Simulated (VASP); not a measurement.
A run of VASP 6.6.1 is set up as follows.

The input INCAR:

```
SYSTEM = B
ALGO = Normal ; EDIFF = 1E-7
ENCUT = 520 ; GGA = PE
ISIF = 2 ; ISMEAR = -1
LASPH = .TRUE. ; LCHARG = .FALSE.
LREAL = .FALSE. ; LWAVE = .FALSE.
NBANDS = 8 ; NELM = 60
PREC = Accurate ; SIGMA = 0.05
```

File KPOINTS:

```
k-points
0
G
  14 14 14
  0 0 0
```

Contents of POSCAR:

```
B
1.0
    1.9049750000      0.0031930000     -0.0199120000
    0.0031930000      1.8640640000      0.0003960000
   -0.0199120000      0.0003960000      1.8871180000
B
1
Direct
    0.4999830000      0.5183830000      0.5137780000
```

Potentials or basis: VASP PAW PBE potentials, release 64 (B).

Command:

```console
$ cat potpaw_PBE.64/B/POTCAR > POTCAR
$ mpirun -np 1 vasp_std > vasp.out
```

(1) What does it give for the pressure?

(2) Estimate the band gap on the k mesh.

Answers

(1) 0.5 GPa.

(2) none (metal or under the smearing width).
